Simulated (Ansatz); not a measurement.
InPd:

```
CELL_PARAMETERS angstrom
0.00000 2.74607 2.74607
2.74607 0.00000 2.74607
2.74607 2.74607 0.00000
ATOMIC_POSITIONS crystal
In 0.00000 0.00000 0.00000
Pd 0.50000 0.50000 0.50000
```

The cell was built by a generator and needn't be a form met in nature.

```yaml
Program: Ansatz 0.2.0
Task: relaxation of cell and atoms
Functional: r2SCAN
Potentials_or_basis: Ansatz PAW
Cutoff: "500 eV (not typed: the program's choice for these potentials)"
k_mesh: 8 × 8 × 8
Occupations: fermi-dirac, width 0.05 eV
Spin: no spin polarisation
```

At the start: volume 20.71 Å³/atom.

Problem. How do energy, volume and symmetry change on relaxing?

Solution. It ends after 5 steps and the volume is 20.05 Å³/atom (-3.2 %); space group Fm-3m (No. 225, to 0.05 Å).

Step by step:
| step | energy change (eV) | largest force (eV/Å) | volume (Å³) |
| --- | --- | --- | --- |
| 1 | 0.0000 | 0.0000 | 41.42 |
| 2 | -0.0041 | 0.0000 | 38.97 |
| 3 | -0.0134 | 0.0000 | 40.17 |
| 4 | -0.0135 | 0.0000 | 40.09 |
| 5 | -0.0126 | 0.0000 | 40.09 |

Final structure:
```xyz
2
Lattice="0.0000 2.7165 2.7165 2.7165 0.0000 2.7165 2.7165 2.7165 0.0000" Properties=species:S:1:pos:R:3 pbc="T T T"
In    0.0000    0.0000    0.0000
Pd    2.7165    2.7165    2.7165
```

Caveat: the plane-wave basis is chosen anew once the cell has moved, so the energies of steps on either side of that aren't comparable; the PAW data sets come from PBE, with cores solved anew for the run's functional, which leaves a small shift of forces and pressure.
